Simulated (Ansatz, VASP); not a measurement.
# K: VASP beside Ansatz

```
K
1.0
     0.00000    3.17071    3.17071
     3.17071    0.00000    3.17071
     3.17071    3.17071    0.00000
K
1
Direct
  0.00000 0.00000 0.00000
```

Alike in both runs: functional LDA; k mesh 11 × 11 × 11; occupations fermi-dirac, width 0.05 eV; no spin polarisation.

Ansatz relaxed the structure, and its values are those at the end. VASP's run is a single point on that final structure, the one shown.

```csv
,VASP,Ansatz
version,VASP 6.6.1,Ansatz 0.2.0
potentials or method,"VASP PAW LDA potentials, release 64 (K_sv)","PAW with Ansatz's default frozen-core files, scalar-relativistic"
plane-wave cutoff (eV),520,420
valence electrons in the cell,9,9
```

|  | VASP | Ansatz | Ansatz less VASP |
| --- | --- | --- | --- |
| pressure (GPa) | 0.0 | 0.0 | +0.02 |
